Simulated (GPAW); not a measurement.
Input of a GPAW 26.7.0 run:

Contents of run.py:

```python
from ase import Atoms
from ase.dft.bandgap import bandgap
from ase.io import write
from ase.units import GPa
from gpaw import GPAW, PW

atoms = Atoms(['Y', 'N'],
              cell=[[0.0, 2.4385, 2.4385],
                    [2.4385, 0.0, 2.4385],
                    [2.4385, 2.4385, 0.0]],
              scaled_positions=[[0.0, 0.0, 0.0],
                                [0.5, 0.5, 0.5]],
              pbc=True)

calc = GPAW(mode=PW(600),
            xc='PBE',
            kpts={'size': (8, 8, 8), 'gamma': True},
            occupations={'name': 'fermi-dirac', 'width': 0.05},
            nbands=18,
            maxiter=120,
            txt='gpaw.txt')
atoms.calc = calc
energy = atoms.get_potential_energy()
forces = atoms.get_forces()
stress = atoms.get_stress()
calc.write('gs.gpw')
write('result.traj', atoms)
print(f'Energy: {energy:.6f} eV')
print('Forces (eV/A):')
print(forces.round(4))
print('Stress (GPa):', (stress / GPa).round(3))
print('Fermi level:', round(calc.get_fermi_level(), 4), 'eV')
print(f'Gap: {bandgap(calc)[0]:.4f} eV, direct: {bandgap(calc, direct=True)[0]:.4f} eV')
```

Potentials or basis: GPAW PAW data sets (gpaw-data 1.2.1), pw.

Launch:

```bash
$ OMP_NUM_THREADS=1 python run.py
```

Estimate the band gap on the k mesh.

0.19 eV, indirect (least direct gap 0.58 eV).

What does it give for the pressure?

-2.6 GPa.

Caveat: the cutoff is short for stress and forces, so pressures can be off by a GPa or more. As with any semilocal functional, this PBE gap is likely too small.
